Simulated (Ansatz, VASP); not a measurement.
Pb in VASP and in Ansatz

File INCAR:

```
SYSTEM = Pb
  PREC = Accurate
  ENCUT = 520
  EDIFF = 1E-7
  ISMEAR = -1
  SIGMA = 0.1
  LREAL = .False.
  LASPH = .True.
  NELM = 80
  ALGO = Normal
  ISIF = 2
  LWAVE = .False.
  LCHARG = .False.
  NBANDS = 13
```

KPOINTS

```
regular mesh
0
Gamma
  11 11 11
  0 0 0
```

File POSCAR:

```
Pb
1.0
    3.2269589001      0.0000000000      0.0000000000
    0.0000000000      3.2269589001      0.0000000000
    0.0000000000      0.0000000000      3.2269589001
Pb
1
Direct
    0.0000000000      0.0000000000      0.0000000000
```

Input for Ansatz:

```yaml
crystal:
  lattice:
    - [3.2269589001, 0.0, 0.0]
    - [0.0, 3.2269589001, 0.0]
    - [0.0, 0.0, 3.2269589001]
  atoms:
    - { symbol: Pb, position: [0.0, 0.0, 0.0] }
hamiltonian:
  xc: lda
  pseudopotentials:
    kind: paw
    azcp:
      Pb: "pseudopotentials/Pb.paw.azcp"
basis:
  ecutwfc: 420
  fft_grid_basis: typed
kpoints:
  mp_grid: { grid: [11, 11, 11], shift: [0, 0, 0] }
magnetization:
  spin_polarized: false
scf:
  occupations: { method: fermi_dirac, width: 0.1 }
  lower_state_search: "off"
output:
  stress: true
  write_density: true
  write_potential: true
  elf: true
  volumetric_format: npy
```

Alike in both runs: task single point; functional LDA; k mesh 11 × 11 × 11; occupations fermi-dirac, width 0.1 eV; no spin polarisation.

|  | VASP | Ansatz |
| --- | --- | --- |
| version | VASP 6.6.1 | Ansatz 0.2.0 |
| potentials or method | VASP PAW LDA potentials, release 64 (Pb_d) | plane waves (420 eV) with PAW, scalar-relativistic |
| plane-wave cutoff (eV) | 520 | 420 |
| valence electrons in the cell | 14 | 14 |

|  | VASP | Ansatz | Ansatz less VASP |
| --- | --- | --- | --- |
| pressure (GPa) | -2.8 | -2.9 | -0.03 |

Ansatz warned: «pseudo_functional_mismatch».

Spin-orbit coupling is left out, which matters for the levels of Pb.
